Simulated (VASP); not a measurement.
# KF (F-43m) in VASP: further runs, part 2 of 2

VASP 6.6.1. The steps go on from the part before.

## Step 3: Relaxation of cell and atoms, PBE

This run uses another cell than the first one, of 29.22 Å³/atom, 1.108 times its volume.

INCAR

```
SYSTEM = KF
  PREC = Accurate
  ENCUT = 600
  EDIFF = 1E-6
  ISMEAR = 0
  SIGMA = 0.02
  LREAL = .FALSE.
  LASPH = .TRUE.
  NELM = 100
  ALGO = Fast
  ISIF = 3
  LWAVE = .FALSE.
  LCHARG = .FALSE.
  GGA = PE
  IBRION = 2
  NSW = 100
  EDIFFG = -0.01
```

KPOINTS

```
Automatic mesh
0
G
  6 6 6
  0 0 0
```

POSCAR

```
KF
1.0
    2.1725000000      1.2542934600      3.5744442700
   -2.1725000000      1.2542934600      3.5744442700
    0.0000000000     -2.5085869200      3.5744442700
K F
1 1
Direct
    0.2487566200      0.2487566200      0.2487566200
    0.0000000000      0.0000000000      0.0000000000
```

Potentials or basis: VASP PAW PBE potentials, release 64 (K_sv, F).

Command:

```bash
> cat potpaw_PBE.64/K_sv/POTCAR potpaw_PBE.64/F/POTCAR > POTCAR
> mpirun -np 1 vasp_std > vasp.out
```

Run time: 2.2 min. Hardware: 1 thread of AMD EPYC 7R13 (Zen 3), shared host; peak memory 0.2 GiB.

It converged, with:

| Quantity | Value |
| --- | --- |
| Free energy | -8.1372 eV |
| Relaxed volume | 26.32 Å³/atom |
| Relaxed cell | a = 4.214 Å, b = 4.214 Å, c = 4.214 Å, α = 59.76°, β = 59.76°, γ = 59.76° |
| Space group after relaxing (to 0.05 Å) | F-43m (No. 216) |
| Energy gained by relaxing | 17.2 meV/atom |
| Ionic steps | 4 |
| Pressure after relaxing | 0.0 GPa |
| Largest force after relaxing | 0.007 eV/Å |
| Band gap on the k mesh | 5.06 eV, indirect (least direct gap 5.23 eV) |

Forces in eV/Å, atoms in the order of the input:
```
K    0.000  0.000  0.007
F    0.000  0.000 -0.007
```

The path:
```tsv
step	energy change (eV)	largest force (eV/Å)	pressure (GPa)	volume (Å³)
1	0.0000	0.0070	-1.73	58.44
2	-0.0230	0.0064	-1.08	55.81
3	-0.0341	0.0070	0.22	52.05
4	-0.0345	0.0068	-0.02	52.63
```

Final structure:
```yaml
crystal:
  lattice:
    - [2.09945, 1.21212, 3.44718]
    - [-2.09945, 1.21212, 3.44718]
    - [0.00000, -2.42423, 3.44718]
  atoms:
    - { symbol: K, position: [0.24883, 0.24883, 0.24883] }
    - { symbol: F, position: [0.99993, 0.99993, 0.99993] }
```

Levels at points of the mesh, in eV from the valence-band top:
```tsv
k point	band 4	band 5	band 6	band 7	band 8	band 9	band 10	band 11	band 12
(0.00, 0.00, 0.00)	-9.72	-9.72	-0.18	-0.18	-0.18	5.06	11.69	11.70	11.70
(0.50, 0.00, 0.00)	-9.76	-9.76	-0.26	-0.10	-0.10	7.88	9.01	10.72	10.78
(0.50, 0.50, 0.00)	-9.83	-9.74	-0.41	0.00	0.00	8.15	8.28	12.01	12.78
(0.50, 0.50, 0.50)	-9.76	-9.76	-0.26	-0.10	-0.10	7.85	9.00	10.75	10.75
```

## Step 4: Single point, PBE

INCAR

```
SYSTEM = KF
  ALGO = Fast
  EDIFF = 1E-6
  ENCUT = 520
  GGA = PE
  ISIF = 2
  ISMEAR = 0
  LASPH = .TRUE.
  LCHARG = .FALSE.
  LREAL = .FALSE.
  LWAVE = .FALSE.
  NBANDS = 15
  NELM = 100
  PREC = Accurate
  SIGMA = 0.02
```

KPOINTS

```
k-points
0
G
  8 8 8
  0 0 0
```

POSCAR

```
KF
1.0
    2.1045008126      1.2150341107      3.4370946662
   -2.1045008126      1.2150341107      3.4370946662
    0.0000000000     -2.4300682213      3.4370946662
K F
1 1
Direct
    0.2493696479      0.2493696479      0.2493696479
   -0.0006130279     -0.0006130279     -0.0006130279
```

Potentials or basis: VASP PAW PBE potentials, release 64 (K_sv, F).

Command:

```bash
> cat potpaw_PBE.64/K_sv/POTCAR potpaw_PBE.64/F/POTCAR > POTCAR
> mpirun -np 1 vasp_std > vasp.out
```

OUTCAR:

```text
SYSTEM = KF
   EDIFF = 1E-6
   ENCUT = 520
   GGA = PE
   ISIF = 2
   ISMEAR = 0
   LASPH = .TRUE.
   LREAL = .FALSE.
   NELM = 100
   PREC = Accurate

 ion  position               nearest neighbor table
   1  0.249  0.249  0.249-   2 2.58   2 2.58   2 2.58   2 2.58
   2  0.999  0.999  0.999-   1 2.58   1 2.58   1 2.58   1 2.58

  LATTYP: Found a trigonal (rhomboedric) cell.
 ALAT       =     4.2093765934
 COS(alpha) =     0.5000890753

  Lattice vectors:

[... 622 lines left out ...]

  FORCE on cell =-STRESS in cart. coord.  units (eV):
  Direction    XX          YY          ZZ          XY          YZ          ZX
  --------------------------------------------------------------------------------------
  -------------------------------------------------------------------------------------
  Total        0.0043369      0.0043369      0.0035793      0.0000000      0.0000000      0.0000000
  in kB        0.1317676      0.1317676      0.1087490      0.0000000      0.0000000      0.0000000
  external PRESSURE =       0.1240947 kB  Pullay stress =       0.0000000 kB

 VOLUME and BASIS-vectors are now :
 -----------------------------------------------------------------------------
  energy-cutoff  :      520.00
  volume of cell :       52.73
      direct lattice vectors                 reciprocal lattice vectors
     2.104500813  1.215034111  3.437094666     0.237586033  0.137170360  0.096981133
    -2.104500813  1.215034111  3.437094666    -0.237586033  0.137170360  0.096981133
     0.000000000 -2.430068221  3.437094666     0.000000000 -0.274340720  0.096981133

 POSITION                                       TOTAL-FORCE (eV/Angst)
 -----------------------------------------------------------------------------------
      0.00000      0.00000      2.57132         0.000000     -0.000000     -0.000161
      0.00000      0.00000     10.30496         0.000000      0.000000      0.000161
 -----------------------------------------------------------------------------------
    total drift:                                0.000000     -0.000000      0.000225

  FREE ENERGIE OF THE ION-ELECTRON SYSTEM (eV)
  ---------------------------------------------------
  free  energy   TOTEN  =        -8.1294082951 eV

  energy  without entropy=       -8.1294082951  energy(sigma->0) =       -8.12940830
```

OSZICAR:

```text
N       E                     dE             d eps       ncg     rms          rms(c)
DAV:   1     0.957054609957E+02    0.95705E+02   -0.71941E+03  1950   0.941E+02
DAV:   2    -0.425361595953E+01   -0.99959E+02   -0.91715E+02  2441   0.262E+02
DAV:   3    -0.960588071969E+01   -0.53523E+01   -0.53282E+01  3361   0.501E+01
DAV:   4    -0.972233160601E+01   -0.11645E+00   -0.11641E+00  2230   0.499E+00
DAV:   5    -0.972371586276E+01   -0.13843E-02   -0.13842E-02  2854   0.464E-01    0.678E+00
RMM:   6    -0.815903598017E+01    0.15647E+01   -0.41980E+00  2193   0.107E+01    0.341E+00
RMM:   7    -0.812275992616E+01    0.36276E-01   -0.24247E-01  2525   0.236E+00    0.211E+00
RMM:   8    -0.812259838394E+01    0.16154E-03   -0.99893E-02  2494   0.265E+00    0.329E-01
RMM:   9    -0.812772939454E+01   -0.51310E-02   -0.19133E-02  2704   0.768E-01    0.165E-01
RMM:  10    -0.812935855128E+01   -0.16292E-02   -0.42866E-03  2732   0.404E-01    0.121E-01
RMM:  11    -0.812931958529E+01    0.38966E-04   -0.11691E-03  3088   0.188E-01    0.263E-02
RMM:  12    -0.812937188745E+01   -0.52302E-04   -0.42663E-04  3243   0.865E-02    0.163E-02
RMM:  13    -0.812939399746E+01   -0.22110E-04   -0.14345E-04  3334   0.438E-02    0.148E-02
RMM:  14    -0.812940752578E+01   -0.13528E-04   -0.49718E-05  3027   0.327E-02    0.196E-02
RMM:  15    -0.812940754555E+01   -0.19778E-07   -0.26246E-05  2827   0.318E-02    0.619E-03
RMM:  16    -0.812940834171E+01   -0.79616E-06   -0.10110E-05  2677   0.133E-02    0.411E-03
RMM:  17    -0.812940829506E+01    0.46648E-07   -0.44121E-06  2451   0.853E-03
   1 F= -.81294083E+01 E0= -.81294083E+01  d E =-.194704E-34
```

stdout:

```text
POSCAR found type information on POSCAR K F
 POSCAR found :  2 types and       2 ions
 scaLAPACK will be used
 LDA part: xc-table for (Slater+PW92), standard interpolation
 POSCAR, INCAR and KPOINTS ok, starting setup
 FFT: planning ... GRIDC
 FFT: planning ... GRID_SOFT
 FFT: planning ... GRID
 WAVECAR not read
 entering main loop
WARNING in EDDRMM: call to ZHEGV failed, returncode =   6  3     11
WARNING in EDDRMM: call to ZHEGV failed, returncode =   6  3     12
```

It took 62 s on 1 thread of AMD EPYC 7R13 (Zen 3), shared host; peak memory 0.17 GiB.

What came out:

```yaml
Free_energy: -8.1294 eV
Pressure: 0.0 GPa
Band_gap_on_the_k_mesh: 5.05 eV, indirect (least direct gap 5.22 eV)
```

## Step 5: Overview

```tsv
task	cell	k mesh	cutoff (eV)	gap on the mesh (eV)	pressure (GPa)
single point	F-43m, 26.37 Å³/atom	6 × 6 × 6	520	5.05	0.0
relaxation of cell and atoms	relaxed	6 × 6 × 6	600	5.06	0.0
single point	F-43m, 26.37 Å³/atom	8 × 8 × 8	520	5.05	0.0
```

Alike in all rows: level PBE; potentials or basis VASP PAW PBE potentials, release 64 (K_sv, F); no spin polarisation; smearing gaussian 0.02 eV.

Total energies depend on the potentials used, so only differences within one code and one set of settings carry meaning.
